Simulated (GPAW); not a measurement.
ZnS (Wurtzite-2H):

```xyz
4
Lattice="3.8110 0.0000 0.0000 -1.9055 3.3004 0.0000 0.0000 0.0000 6.2340" Properties=species:S:1:pos:R:3 pbc="T T T"
Zn    1.9055    1.1001    3.1170
Zn    0.0000    2.2003    0.0000
S     1.9055    1.1001    5.5171
S     0.0000    2.2003    2.4001
```

```yaml
Program: GPAW 26.7.0
Task: relaxation of cell and atoms
Functional: PBEsol
Dispersion: D3(BJ)
Potentials_or_basis: PAW data sets generated in the run's folder for this functional
Cutoff: 600 eV
Basis: pw
k_mesh: 6 × 6 × 3
Occupations: fermi-dirac, width 0.05 eV
Spin: no spin polarisation
```

At the start: pressure -3.4 GPa; volume 19.60 Å³/atom.

**Question.** Where does the relaxation end?

**Answer.** Over 11 steps the energy falls by 15.4 meV/atom and the volume is 18.70 Å³/atom (-4.6 %); space group P6_3mc (No. 186, to 0.05 Å).

The path:
```
step  energy change (eV)  largest force (eV/Å)  pressure (GPa)  volume (Å³)
   1              0.0000                0.3112           -3.41        78.41
   2             -0.0127                0.2737           -3.14        78.06
   3             -0.0527                0.2218           -0.12        74.97
   4             -0.0579                0.0448           -0.88        75.63
   5             -0.0588                0.0454           -0.69        75.45
   6             -0.0609                0.0015            0.09        74.74
   7             -0.0610                0.0107            0.08        74.74
   8             -0.0610                0.0214            0.06        74.76
   9             -0.0612                0.0278            0.03        74.78
  10             -0.0614                0.0261           -0.01        74.81
  11             -0.0615                0.0134           -0.02        74.82
```

Final structure:
```cif
data_structure
_symmetry_space_group_name_H-M 'P 1'
_symmetry_Int_Tables_number 1
_cell_length_a 3.7467
_cell_length_b 3.7467
_cell_length_c 6.1541
_cell_angle_alpha 90.000
_cell_angle_beta 90.000
_cell_angle_gamma 120.000
_cell_volume 74.82
loop_
_atom_site_label
_atom_site_type_symbol
_atom_site_fract_x
_atom_site_fract_y
_atom_site_fract_z
_atom_site_occupancy
Zn1 Zn 0.66667 0.33333 0.50540 1
Zn2 Zn 0.33333 0.66667 0.00540 1
S1 S 0.66667 0.33333 0.87960 1
S2 S 0.33333 0.66667 0.37960 1
```

Caveat: later steps reuse the first step's grids.
